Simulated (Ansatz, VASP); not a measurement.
# One calculation of CoO, two programs

```
Co O
1.0
     0.00000    2.57053    2.57053
     2.57053    0.00000    2.57053
     2.57053    2.57053    0.00000
Co O
2 2
Direct
  0.00000 0.00000 0.00000
  0.50000 0.50000 0.50000
  0.25000 0.25000 0.25000
  0.75000 0.75000 0.75000
```

Measurements of this composition are mostly on another form, of space group No. 225.

Alike in both runs: task single point; functional PBE; k mesh 6 × 6 × 6; occupations gaussian, width 0.05 eV; collinear spin, antiferromagnetic start; Hubbard terms Co d U = 6 eV.

```csv
,VASP,Ansatz
version,VASP 6.6.1,Ansatz 0.2.0
potentials or method,"VASP PAW PBE potentials, release 64 (Co, O)",Ansatz PAW
plane-wave cutoff (eV),520,420
valence electrons in the cell,30,46
```

```csv
,VASP,Ansatz,Ansatz less VASP
gap on the k mesh at the Fermi level (eV),2.41,2.21,-0.204
least direct gap on the mesh (eV),3.31,3.24,-0.073
pressure (GPa),14.5,24.7,+10.13
net moment per atom (μB),0.00,0.00,0.000
size of the moment on the site where the two differ most (μB),2.75,2.61,-0.140
```

Site moments also hang on the region over which each program counts them. The programs project onto different local orbitals, so the same U acts differently. The two sets of potentials don't hold the same shells in valence.

Caveats: the magnetic or orbital state may not be the lowest (Ansatz); the pressure holds a Pulay correction of +0.8 GPa for the finite cutoff (Ansatz). A k mesh can miss the band edges. The state reached can hang on the start; a lower one may exist.
